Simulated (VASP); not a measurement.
# BaTiO3: cell and properties under strain in the plane

How does BaTiO3 answer to strain in the plane, when the third axis is free? The starting structure is a measured crystal structure from the Crystallography Open Database. All runs use LDA. The equilibrium cell comes from relaxations that aren't shown. Its Cartesian x and y axes are then stretched or squeezed alike, and the third axis is relaxed.

Program: VASP 6.6.1. Level of theory: Kohn-Sham DFT with plane waves and PAW; LDA. Results are calculated unless marked as measured.

## 1. The starting structure

Symmetry: P4mm, No. 99, tetragonal system. Conventional cell: a = 3.990 Å, b = 3.990 Å, c = 4.023 Å, α = 90.00°, β = 90.00°, γ = 90.00°. Nearest to Ba lie 12 O at 2.80 to 2.87 Å. Nearest to Ti lie 6 O at 1.84 to 2.18 Å. Nearest to O lie 2 Ti at 1.84 to 2.18 Å and 4 Ba at 2.82 Å. Nearest to O lie 2 Ti at 2.00 Å and 4 Ba at 2.80 to 2.87 Å. Farther neighbours and most contacts between anions are not listed.

## 2. Relaxation at no strain

This run starts from the cell of an earlier relaxation, which isn't shown; the restart sets up the plane waves anew.

Contents of INCAR:

```
SYSTEM = BaTiO3
PREC = Accurate
ENCUT = 560
EDIFF = 1E-07
NELM = 100
ISMEAR = 0
SIGMA = 0.03
LREAL = .FALSE.
ALGO = Normal
GGA = CA
NBANDS = 26
LASPH = .TRUE.
LORBIT = 11
LWAVE = .FALSE.
LCHARG = .FALSE.
KPAR = 8
IBRION = 2
NSW = 50
ISIF = 3
EDIFFG = -0.003
LATTICE_CONSTRAINTS = .FALSE. .FALSE. .TRUE.
```

Contents of POSCAR:

```
BaTiO3
1.0
    3.9421574467      0.0000000000      0.0000000000
    0.0000000000      3.9421574467      0.0000000000
    0.0000000000      0.0000000000      3.9924426013
Ba Ti O
1 1 3
Direct
    0.0000000000      0.0000000000      0.0022342186
    0.5000000000      0.5000000000      0.5152060337
    0.5000000000      0.5000000000      0.9815360488
    0.5000000000      0.0000000000      0.4890118494
    0.0000000000      0.5000000000      0.4890118494
```

Contents of KPOINTS:

```
Automatic mesh
0
Gamma
6 6 6
0 0 0
```

The projector-augmented-wave data sets are Ba_sv, Ti_sv and O (LDA family, release 64).

Command:

```sh
$ mpirun -np 8 vasp_std
```

The program printed:

```text
[banner, memory and clock lines left out]
running    8 mpi-ranks, on    1 nodes
 distrk:  each k-point on    1 cores,    8 groups
 distr:  one band on    1 cores,    1 groups

 POSCAR found type information on POSCAR BaTiO
 POSCAR found :  3 types and       5 ions
|                                                                             |
|           W    W    AA    RRRRR   N    N  II  N    N   GGGG   !!!           |
|           W    W   A  A   R    R  NN   N  II  NN   N  G    G  !!!           |
|           W    W  A    A  R    R  N N  N  II  N N  N  G       !!!           |
|           W WW W  AAAAAA  RRRRR   N  N N  II  N  N N  G  GGG   !            |
|           WW  WW  A    A  R   R   N   NN  II  N   NN  G    G                |
|           W    W  A    A  R    R  N    N  II  N    N   GGGG   !!!           |
|                                                                             |
|     For optimal performance we recommend to set                             |
|       NCORE = 2 up to number-of-cores-per-socket                            |
|     NCORE specifies how many cores store one orbital (NPAR=cpu/NCORE).      |
|     This setting can greatly improve the performance of VASP for DFT.       |
|     The default, NCORE=1 might be grossly inefficient on modern             |
|     multi-core architectures or massively parallel machines. Do your        |
|     Unfortunately you need to use the default for GW and RPA                |
|     calculations (for HF NCORE is supported but not extensively tested      |
|     yet).                                                                   |
|                                                                             |

 LDA part: xc-table for (Slater(with rela. corr.)+CA(PZ))
 , standard interpolation
 POSCAR, INCAR and KPOINTS ok, starting setup
 FFT: planning ... GRIDC
 FFT: planning ... GRID_SOFT
 FFT: planning ... GRID
 WAVECAR not read
 entering main loop
       N       E                     dE             d eps       ncg     rms          rms(c)
DAV:   1     0.458614112812E+03    0.45861E+03   -0.22260E+04  2080   0.177E+03
DAV:   2    -0.674725598197E+01   -0.46536E+03   -0.44956E+03  2466   0.468E+02
DAV:   3    -0.523706109325E+02   -0.45623E+02   -0.45365E+02  2930   0.144E+02
DAV:   4    -0.545403812149E+02   -0.21698E+01   -0.21672E+01  3120   0.271E+01
DAV:   5    -0.546012535515E+02   -0.60872E-01   -0.60860E-01  2844   0.357E+00    0.236E+01
DAV:   6    -0.444832322322E+02    0.10118E+02   -0.63417E+01  2972   0.729E+01    0.103E+01
DAV:   7    -0.443521919608E+02    0.13104E+00   -0.10719E+01  2750   0.243E+01    0.688E+00
DAV:   8    -0.441673560379E+02    0.18484E+00   -0.10593E+00  2672   0.970E+00    0.263E+00
DAV:   9    -0.441796109039E+02   -0.12255E-01   -0.21840E-01  2722   0.301E+00    0.107E+00
DAV:  10    -0.441675278226E+02    0.12083E-01   -0.95353E-02  2700   0.289E+00    0.403E-01
DAV:  11    -0.441656825173E+02    0.18453E-02   -0.82338E-03  3082   0.718E-01    0.841E-02
DAV:  12    -0.441654664962E+02    0.21602E-03   -0.12957E-03  2434   0.265E-01    0.461E-02
DAV:  13    -0.441654383182E+02    0.28178E-04   -0.20963E-04  2828   0.141E-01    0.235E-02
DAV:  14    -0.441654270770E+02    0.11241E-04   -0.72842E-05  3114   0.795E-02    0.142E-02
DAV:  15    -0.441654252656E+02    0.18114E-05   -0.14638E-05  2840   0.357E-02    0.309E-03
DAV:  16    -0.441654253494E+02   -0.83831E-07   -0.17482E-06  2594   0.142E-02    0.367E-03
DAV:  17    -0.441654251662E+02    0.18326E-06   -0.65666E-07  2468   0.915E-03    0.459E-04
DAV:  18    -0.441654251681E+02   -0.19872E-08   -0.61746E-08  1362   0.213E-03
   1 F= -.44165425E+02 E0= -.44165425E+02  d E =-.441654E+02
 curvature:   0.00 expect dE= 0.000E+00 dE for cont linesearch  0.000E+00
 trial: gam= 0.00000 g(F)=  0.238E-06 g(S)=  0.467E-07 ort = 0.000E+00 (trialstep = 0.100E+01)
 search vector abs. value=  0.285E-06
 reached required accuracy - stopping structural energy minimisation
```

Run time: 11 s. Hardware: 8 MPI ranks of AMD EPYC 7R43, shared host; peak memory 1.5 GiB.

The logs omit lines about the potential files and the build; timing stands in the text.

Parts of OUTCAR (step 2):

```text
ion  position               nearest neighbor table
   1  0.000  0.000  0.002-   4 2.77   5 2.77   5 2.77   4 2.77   3 2.79   3 2.79   3 2.79   3 2.79
                             4 2.84   5 2.84   4 2.84   5 2.84   2 3.40   2 3.40   2 3.40   2 3.40
   2  0.500  0.500  0.515-   3 1.86   4 1.97   5 1.97   4 1.97   5 1.97   3 2.13   1 3.40   1 3.40
                             1 3.40   1 3.40   1 3.46   1 3.46   1 3.46   1 3.46
   3  0.500  0.500  0.982-   2 1.86   2 2.13   1 2.79   1 2.79   1 2.79   1 2.79
   4  0.500  0.000  0.489-   2 1.97   2 1.97   1 2.77   1 2.77   1 2.84   1 2.84
   5  0.000  0.500  0.489-   2 1.97   2 1.97   1 2.77   1 2.77   1 2.84   1 2.84

  LATTYP: Found a simple tetragonal cell.
 ALAT       =     3.9421574467
 C/A-ratio  =     1.0127557449

 Subroutine GETGRP returns: Found  8 space group operations
 (whereof  8 operations were pure point group operations)

The static configuration has the point symmetry C_4v.

 Found     40 irreducible k-points:

   k-points           NKPTS =     40   k-points in BZ     NKDIM =     40   number of bands    NBANDS=     26

   dimension x,y,z NGX =    30 NGY =   30 NGZ =   32
   dimension x,y,z NGXF=    60 NGYF=   60 NGZF=   64

   ENCUT  =  560.0 eV  41.16 Ry    6.42 a.u.   7.61  7.61  7.70*2*pi/ulx,y,z

   NELECT =      40.0000    total number of electrons

 k-points in reciprocal lattice and weights: Automatic mesh
   0.00000000  0.00000000  0.00000000       0.005
   0.16666667  0.00000000  0.00000000       0.019
   0.33333333  0.00000000  0.00000000       0.019
   0.50000000  0.00000000  0.00000000       0.009
   0.16666667  0.16666667  0.00000000       0.019
   0.33333333  0.16666667  0.00000000       0.037
   0.50000000  0.16666667  0.00000000       0.019
   0.33333333  0.33333333  0.00000000       0.019
   0.50000000  0.33333333  0.00000000       0.019
[...]
0.50000000  0.33333333  0.50000000       0.019
   0.50000000  0.50000000  0.50000000       0.005

 average (electrostatic) potential at core
       1 -31.8114       2 -76.5991       3 -70.6780       4 -70.5696       5 -70.5696

 E-fermi :   4.0982

 k-point     1 :       0.0000    0.0000    0.0000
  band No.  band energies     occupation
    ...
     16       2.4931      2.00000
     17       2.5955      2.00000
     18       3.5210      2.00000
     19       3.5441      2.00000
     20       3.5441      2.00000
     21       5.5939      0.00000
     22       5.8427      0.00000
     23       5.8427      0.00000
     24       8.1207      0.00000
     25       8.1732      0.00000
    ...

 k-point     2 :       0.1667    0.0000    0.0000
  band No.  band energies     occupation
    ...
     16       2.2258      2.00000
     17       2.3963      2.00000
     18       2.9609      2.00000
     19       3.3032      2.00000
     20       3.4155      2.00000
     21       5.8705      0.00000
     22       6.1738      0.00000
     23       6.2316      0.00000
     24       8.1657      0.00000
     25       8.8309      0.00000
    ...

 k-point     3 :       0.3333    0.0000    0.0000
  band No.  band energies     occupation
    ...
     16       1.9498      2.00000
     17       1.9790      2.00000
     18       2.2252      2.00000
     19       2.9670      2.00000
     20       3.0877      2.00000
     21       5.9505      0.00000
     22       7.0881      0.00000
     23       7.0987      0.00000
     24       8.1620      0.00000
     25       9.7452      0.00000
    ...

  Total       -0.0013769     -0.0013769      0.0022008      0.0000000     -0.0000000      0.0000000
  in kB       -0.0355546     -0.0355546      0.0568321      0.0000000     -0.0000000      0.0000000
  external PRESSURE =      -0.0047590 kB  Pullay stress =       0.0000000 kB

  energy-cutoff  :      560.00
  volume of cell :       62.04
      direct lattice vectors                 reciprocal lattice vectors
     3.942157447  0.000000000  0.000000000     0.253668204  0.000000000  0.000000000
     0.000000000  3.942157447  0.000000000     0.000000000  0.253668204  0.000000000
     0.000000000  0.000000000  3.992442601     0.000000000  0.000000000  0.250473232

 POSITION                                       TOTAL-FORCE (eV/Angst)
 -----------------------------------------------------------------------------------
      0.00000      0.00000      0.00892         0.000000     -0.000000      0.000026
      1.97108      1.97108      2.05693         0.000000      0.000000      0.000157
      1.97108      1.97108      3.91873         0.000000     -0.000000     -0.001867
      1.97108      0.00000      1.95235        -0.000000     -0.000000      0.000842
      0.00000      1.97108      1.95235        -0.000000     -0.000000      0.000842
 -----------------------------------------------------------------------------------
    total drift:                                0.000000      0.000000     -0.000194

  FREE ENERGIE OF THE ION-ELECTRON SYSTEM (eV)
  ---------------------------------------------------
  free  energy   TOTEN  =       -44.1654251681 eV

  energy  without entropy=      -44.1654251681  energy(sigma->0) =      -44.16542517

 reached required accuracy - stopping structural energy minimisation

 total charge
# of ion       s       p       d       tot
------------------------------------------
    1        2.008   5.642   0.362   8.013
    2        2.228   6.302   1.793  10.322
    3        1.554   3.462   0.000   5.016
    4        1.551   3.464   0.000   5.015
    5        1.551   3.464   0.000   5.015
--------------------------------------------------
tot          8.892  22.335   2.155  33.381

[... 3 further parts left out ...]
```

CONTCAR:

```
BaTiO3
   1.00000000000000
     3.9421574467000000    0.0000000000000000    0.0000000000000000
     0.0000000000000000    3.9421574467000000    0.0000000000000000
     0.0000000000000000    0.0000000000000000    3.9924426013000001
  Ba              Ti              O
     1     1     3
Direct
     0.0000000000000000    0.0000000000000000    0.0022342186000017
     0.5000000000000000    0.5000000000000000    0.5152060336999966
     0.5000000000000000    0.5000000000000000    0.9815360488000024
     0.5000000000000000    0.0000000000000000    0.4890118494000006
     0.0000000000000000    0.5000000000000000    0.4890118494000006
```

The run keeps the 8 symmetry operations of its start, so it cannot find a distortion of lower symmetry.

No strain: 12.409 Å³ an atom and a mean stress of 0.00 GPa, with a third cell vector of 3.992 Å, and 1.750 eV of gap on the mesh. The mode run on this cell, not shown, finds imaginary modes, so the symmetric cell is a saddle point here, unless the settings are too coarse. Further runs on this cell, not shown, give the modes A1 (3) 506.5, E (4) 478.8, E (1) -96.7 cm⁻¹.

## 3. Relaxation at -2 % along x and y

This run starts from the cell of an earlier relaxation, which isn't shown; the restart sets up the plane waves anew.

INCAR is that of step 2.

Contents of POSCAR:

```
BaTiO3
1.0
    3.8633142978      0.0000000000      0.0000000000
    0.0000000000      3.8633142978      0.0000000000
    0.0000000000      0.0000000000      4.1062640727
Ba Ti O
1 1 3
Direct
    0.0000000000      0.0000000000      0.0081561352
    0.5000000000      0.5000000000      0.5257736461
    0.5000000000      0.5000000000      0.9726891477
    0.5000000000      0.0000000000      0.4851905354
    0.0000000000      0.5000000000      0.4851905354
```

KPOINTS is that of step 2.

Command:

```sh
$ mpirun -np 8 vasp_std
```

The program printed:

```text
[banner, memory and clock lines left out]
running    8 mpi-ranks, on    1 nodes
[...]
[... a notice as in an earlier step ...]

 LDA part: xc-table for (Slater(with rela. corr.)+CA(PZ))
 , standard interpolation
 POSCAR, INCAR and KPOINTS ok, starting setup
[...]
entering main loop
       N       E                     dE             d eps       ncg     rms          rms(c)
DAV:   1     0.459906475252E+03    0.45991E+03   -0.22222E+04  2080   0.177E+03
DAV:   2    -0.723380733142E+01   -0.46714E+03   -0.45048E+03  2488   0.472E+02
DAV:   3    -0.521484055980E+02   -0.44915E+02   -0.44377E+02  2942   0.144E+02
DAV:   4    -0.542729494554E+02   -0.21245E+01   -0.21217E+01  3062   0.272E+01
[...]
DAV:  15    -0.441110613993E+02    0.20635E-05   -0.18822E-05  2660   0.470E-02    0.327E-03
DAV:  16    -0.441110612195E+02    0.17982E-06   -0.19360E-06  2644   0.157E-02    0.185E-03
DAV:  17    -0.441110611782E+02    0.41248E-07   -0.19482E-07  1904   0.488E-03
   1 F= -.44111061E+02 E0= -.44111061E+02  d E =-.441111E+02
[...]
reached required accuracy - stopping structural energy minimisation
```

Run time: 11 s. Hardware: 8 MPI ranks; peak memory 1.4 GiB.

From OUTCAR (step 3):

```text
  Total        2.6256398      2.6256398     -0.0134962      0.0000000      0.0000000      0.0000000
  in kB       68.6402363     68.6402363     -0.3528218      0.0000000      0.0000000      0.0000000
  external PRESSURE =      45.6425503 kB  Pullay stress =       0.0000000 kB

 POSITION                                       TOTAL-FORCE (eV/Angst)
 -----------------------------------------------------------------------------------
      0.00000      0.00000      0.03349         0.000000      0.000000     -0.001898
      1.93166      1.93166      2.15897         0.000000     -0.000000     -0.001168
      1.93166      1.93166      3.99412         0.000000     -0.000000     -0.000811
      1.93166      0.00000      1.99232         0.000000      0.000000      0.001939
      0.00000      1.93166      1.99232        -0.000000      0.000000      0.001939
 -----------------------------------------------------------------------------------
    total drift:                                0.000000      0.000000     -0.000271

  FREE ENERGIE OF THE ION-ELECTRON SYSTEM (eV)
  ---------------------------------------------------
  free  energy   TOTEN  =       -44.1110611782 eV

  energy  without entropy=      -44.1110611782  energy(sigma->0) =      -44.11106118

[... 2 parts as in an earlier step ...]

[... 2 further parts left out ...]
[key lines of the parts left out:]
E-fermi :   4.2324
```

-2 % along x and y: 12.257 Å³ an atom and a mean stress of 4.56 GPa, with a third cell vector of 4.106 Å, and 1.797 eV of gap on the mesh. Further runs on this cell, not shown, give the modes A1 (3) 542.9, E (4) 515.5, E (1) 181.0 cm⁻¹.

## 4. Relaxation at +2 % along x and y

This run starts from the cell of an earlier relaxation, which isn't shown; the restart sets up the plane waves anew.

INCAR is that of step 3.

Contents of POSCAR:

```
BaTiO3
1.0
    4.0210005956      0.0000000000      0.0000000000
    0.0000000000      4.0210005956      0.0000000000
    0.0000000000      0.0000000000      3.9123445333
Ba Ti O
1 1 3
Direct
    0.0000000000      0.0000000000      0.9981624575
    0.5000000000      0.5000000000      0.5045827382
    0.5000000000      0.5000000000      0.9893241222
    0.5000000000      0.0000000000      0.4924653410
    0.0000000000      0.5000000000      0.4924653410
```

KPOINTS is that of step 3.

Command:

```sh
$ mpirun -np 8 vasp_std
```

The program printed:

```text
[... set-up lines as in an earlier step ...]
 entering main loop
       N       E                     dE             d eps       ncg     rms          rms(c)
DAV:   1     0.454888813940E+03    0.45489E+03   -0.22069E+04  2080   0.176E+03
DAV:   2    -0.234014250663E+01   -0.45723E+03   -0.44186E+03  2408   0.472E+02
DAV:   3    -0.525080571383E+02   -0.50168E+02   -0.49169E+02  2958   0.146E+02
DAV:   4    -0.546823847903E+02   -0.21743E+01   -0.21709E+01  3102   0.278E+01
[...]
DAV:  15    -0.441171668209E+02   -0.16479E-05   -0.99820E-06  2866   0.306E-02    0.117E-02
DAV:  16    -0.441171651473E+02    0.16736E-05   -0.55356E-06  3072   0.197E-02    0.128E-03
DAV:  17    -0.441171651703E+02   -0.23066E-07   -0.21744E-07  2136   0.311E-03
   1 F= -.44117165E+02 E0= -.44117165E+02  d E =-.441172E+02
[...]
reached required accuracy - stopping structural energy minimisation
```

The job ended after 12 s (8 MPI ranks; peak memory 1.5 GiB; 89 s of CPU time).

Parts of OUTCAR (step 4):

```text
  Total       -2.4847085     -2.4847085      0.0021779      0.0000000      0.0000000      0.0000000
  in kB      -62.9333226    -62.9333226      0.0551629      0.0000000      0.0000000      0.0000000
  external PRESSURE =     -41.9371608 kB  Pullay stress =       0.0000000 kB

 POSITION                                       TOTAL-FORCE (eV/Angst)
 -----------------------------------------------------------------------------------
      0.00000      0.00000      3.90516         0.000000     -0.000000      0.001978
      2.01050      2.01050      1.97410         0.000000      0.000000     -0.001253
      2.01050      2.01050      3.87058         0.000000      0.000000     -0.000594
      2.01050      0.00000      1.92669         0.000000     -0.000000     -0.000066
      0.00000      2.01050      1.92669         0.000000     -0.000000     -0.000066
 -----------------------------------------------------------------------------------
    total drift:                                0.000000     -0.000000      0.000202

  FREE ENERGIE OF THE ION-ELECTRON SYSTEM (eV)
  ---------------------------------------------------
  free  energy   TOTEN  =       -44.1171651703 eV

  energy  without entropy=      -44.1171651703  energy(sigma->0) =      -44.11716517

[... 2 parts as in an earlier step ...]

[... 2 further parts left out ...]
[key lines of the parts left out:]
E-fermi :   3.8528
```

+2 % along x and y: 12.651 Å³ an atom and a mean stress of -4.19 GPa, with a third cell vector of 3.912 Å, and 1.648 eV of gap on the mesh. The mode run on this cell, not shown, finds imaginary modes, so the symmetric cell is a saddle point here, unless the settings are too coarse. Further runs on this cell, not shown, give the modes A1 (3) 486.6, E (4) 454.6, E (1) -242.7 cm⁻¹.

(Continued in part 2 of 2.)

[Lines on the potential files, build, host, timing and source positions are cut from VASP's logs without a mark.]

[Logs are printed without paths, hosts, clocks, repeated set-up lines and the standing remarks that a program may print on its own settings, such as how far it seeks lower states.]

[Hosts, paths, dates, database ids (printed as entryN), source tags and the programs' standing remarks are cut or masked in the printed files.]
